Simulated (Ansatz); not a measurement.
**Hf, one cell by several methods**

```yaml
crystal:
  lattice:
    - [0.00000, 3.27004, 3.27004]
    - [3.27004, 0.00000, 3.27004]
    - [3.27004, 3.27004, 0.00000]
  atoms:
    - { symbol: Hf, position: [0.00000, 0.00000, 0.00000] }
    - { symbol: Hf, position: [0.25459, 0.25459, 0.24541] }
```

Atom numbers follow the list: Hf1, Hf2.

The structure comes from a relaxation in the same program, started in the diamond type. Whether it is a known phase or the ground state wasn't checked. The listed cell was then made from it by scaling, straining or moving an atom.

Spin–orbit coupling is left out, though it moves levels of the heavy atoms by tenths of an eV or more.

All numbers are computed: DFT, PBE, PAW with Ansatz's default frozen-core files, scalar-relativistic (Ansatz 0.2.0); DFT, PBE, all-electron PAW with datasets made for the crystal, scalar-relativistic (Ansatz 0.2.0); DFT, PBE, all-electron LAPW, scalar-relativistic (Ansatz 0.2.0).

For PAW: a Γ-centred 10×10×10 k mesh, Fermi–Dirac smearing of 0.03 eV, cutoff 420 eV, no spin polarisation. The crystal-made all-electron datasets (AE datasets) take a cutoff of 380 eV at this cell. LAPW targets a basis error of 0.5 meV/atom. The Ansatz runs share mesh, smearing and spin set-up. Plane-wave (PAW) pressures include the program's estimate of the Pulay term.

Stress and pressure are positive in compression.

The change that made this cell: atom 2 (Hf) moved by (0.0000, 0.0000, 0.0300) Å.

```json
{"quantity": "pressure (GPa)", "PAW": "-0.01", "AE datasets": "-0.02", "LAPW": "-0.01"}
{"quantity": "stress xy (GPa)", "PAW": "-0.74", "AE datasets": "-0.74", "LAPW": "-0.74"}
{"quantity": "force on Hf1, z (eV/Å)", "PAW": "0.071", "AE datasets": "0.070", "LAPW": "0.071"}
```

PAW's pressure differs from the LAPW value by about 0.01 GPa or less.
